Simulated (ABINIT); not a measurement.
Crystal: MgS (Niningerite).

```
S Mg
1.0
     0.00000    2.60165    2.60165
     2.60165    0.00000    2.60165
     2.60165    2.60165    0.00000
S Mg
1 1
Direct
  0.50000 0.50000 0.50000
  0.00000 0.00000 0.00000
```

Base run:

```yaml
Program: ABINIT 10.8.3 (patched build)
Functional: PBEsol
Potentials_or_basis: JTH PAW PBE v2.0
Cutoff: 544 eV
k_mesh: 9 × 9 × 9
Occupations: fermi-dirac, width 0.05 eV
Spin: no spin polarisation
```

Its results: band gap on the k mesh 2.83 eV, indirect (least direct gap 3.59 eV); pressure -1.0 GPa.

Q: The run is repeated on the same cell with these changes: functional from PBEsol to LDA; potentials or basis from JTH PAW PBE v2.0 to JTH PAW LDA v2.0. What comes out?

A: Band gap on the k mesh 2.70 eV, indirect (least direct gap 3.47 eV); pressure -3.3 GPa.

Caveats: the mesh misses the band edges, which the band path finds closer together; the PAW data sets were made with another functional, which shifts forces and pressure a little (some runs).
